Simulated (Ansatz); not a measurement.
How far is PAW off for BeSe?

```
Be Se
1.0
     0.00000    2.58854    2.58854
     2.58854    0.00000    2.58854
     2.58854    2.58854    0.00000
Be Se
1 1
Cartesian
  0.0000 0.0000 0.0000
  1.2943 1.2943 1.2943
```

Atom numbers follow the list: Be1, Se2.

The cell was built from the zincblende type and relaxed in the same program, and has space group F-43m; it needn't be a known or the stable phase.

All numbers are computed: DFT, PBE, PAW with Ansatz's default frozen-core files, scalar-relativistic (Ansatz 0.2.0); DFT, PBE, all-electron LAPW, scalar-relativistic (Ansatz 0.2.0).

For PAW: a Γ-centred 14×14×14 k mesh, Fermi–Dirac smearing of 0.05 eV, cutoff 420 eV, no spin polarisation. LAPW targets a basis error of 1 meV/atom. The Ansatz runs share mesh, smearing and spin set-up. Plane-wave (PAW) pressures include the program's estimate of the Pulay term.

Stress and pressure are positive in compression.

Levels count from the top of the valence band.

PAW results:

```tsv
quantity	PAW
pressure (GPa)	0.03
band gap (eV)	2.674
highest filled level at L (eV)	-1.047
lowest empty level at L (eV)	4.272
highest filled level at X (eV)	-2.585
lowest empty level at X (eV)	2.674
highest filled level at K (eV)	-2.157
lowest empty level at K (eV)	3.779
```

**Question.** What does LAPW (all electrons) give for the same quantities?

**Answer.** 
```csv
quantity,LAPW
pressure (GPa),0.03
band gap (eV),2.673
highest filled level at L (eV),-1.047
lowest empty level at L (eV),4.272
highest filled level at X (eV),-2.585
lowest empty level at X (eV),2.673
highest filled level at K (eV),-2.157
lowest empty level at K (eV),3.779
```
